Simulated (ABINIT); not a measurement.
Crystal: WC.

```
CELL_PARAMETERS angstrom
0.00000 2.19268 2.19268
2.19268 0.00000 2.19268
2.19268 2.19268 0.00000
ATOMIC_POSITIONS crystal
W 0.00000 0.00000 0.00000
C 0.50000 0.50000 0.50000
```

Measurements of this composition are mostly on another form, of space group No. 187.

Base run:

| Quantity | Value |
| --- | --- |
| Program | ABINIT 10.8.3 (patched build) |
| Functional | revPBE |
| Potentials or basis | JTH PAW PBE v2.0 |
| Cutoff | 626 eV |
| k mesh | 10 × 10 × 10 |
| Occupations | fermi-dirac, width 0.05 eV |
| Spin | no spin polarisation |

Its results: band gap on the k mesh none (metal or under the smearing width); pressure 1.9 GPa.

**Question.** After a change of settings the same cell gave: band gap on the k mesh none (metal or under the smearing width); pressure -11.8 GPa. Which change was it?
A. functional from revPBE to LDA
B. functional from revPBE to SCAN
C. functional from revPBE to AM05
D. functional from revPBE to PBEsol

**Answer.** C.

AM05 binds more tightly than revPBE, so the same cell stands under less pressure.

Caveats: the highest band is partly filled, so the run has too few bands; the PAW data sets were made with another functional, which shifts forces and pressure a little.
